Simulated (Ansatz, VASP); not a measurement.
KI in VASP and in Ansatz

INCAR

```
SYSTEM = KI
PREC = Accurate
ENCUT = 520
EDIFF = 1E-6
ISMEAR = 0
SIGMA = 0.01
LREAL = .FALSE.
LASPH = .TRUE.
NELM = 80
ALGO = Normal
ISIF = 2
LWAVE = .FALSE.
LCHARG = .TRUE.
GGA = PS
LELF = .TRUE.
LVHAR = .TRUE.
NBANDS = 15
```

The input KPOINTS:

```
regular mesh
0
G
  4 4 4
  0 0 0
```

File POSCAR:

```
KI
1.0
    4.2911966600      0.0000000000      0.0000000000
    0.0000000000      4.2911966600      0.0000000000
    0.0000000000      0.0000000000      4.2911966600
K I
1 1
Direct
    0.0000000000      0.0000000000      0.0000000000
    0.5000000000      0.5000000000      0.5000000000
```

Input for Ansatz:

```yaml
crystal:
  lattice:
    - [4.29119666, 0.0, 0.0]
    - [0.0, 4.29119666, 0.0]
    - [0.0, 0.0, 4.29119666]
  atoms:
    - { symbol: K, position: [0.0, 0.0, 0.0] }
    - { symbol: I, position: [0.5, 0.5, 0.5] }
kpoints:
  mp_grid:
    grid: [4, 4, 4]
hamiltonian:
  xc: pbesol
  pseudopotentials:
    kind: paw
scf:
  occupations:
    method: fixed
gw:
  n_empty_bands: 100
  ecut_chi: 80.0
  qp_bands: [v3, c1]
```

Measurements of this composition are mostly on another form, of space group No. 225.

Alike in both runs: task single point; functional PBEsol; k mesh 4 × 4 × 4; no spin polarisation.

|  | VASP | Ansatz |
| --- | --- | --- |
| version | VASP 6.6.1 | Ansatz 0.2.0 |
| potentials or method | VASP PAW PBE potentials, release 64 (K_sv, I) | plane waves, PAW |
| plane-wave cutoff (eV) | 520 | 420 |
| occupations | gaussian, width 0.01 eV | fixed |
| valence electrons in the cell | 16 | 26 |

```tsv
	VASP	Ansatz	Ansatz less VASP
gap on the k mesh at the Fermi level (eV)	3.18	3.18	+0.004
```

The two sets of potentials don't hold the same shells in valence.

Caveats: spin-orbit coupling is left out, which moves the levels of the heavy elements. A k mesh can miss the band edges. A hybrid or GW would open this gap; PBEsol tends to underestimate it.
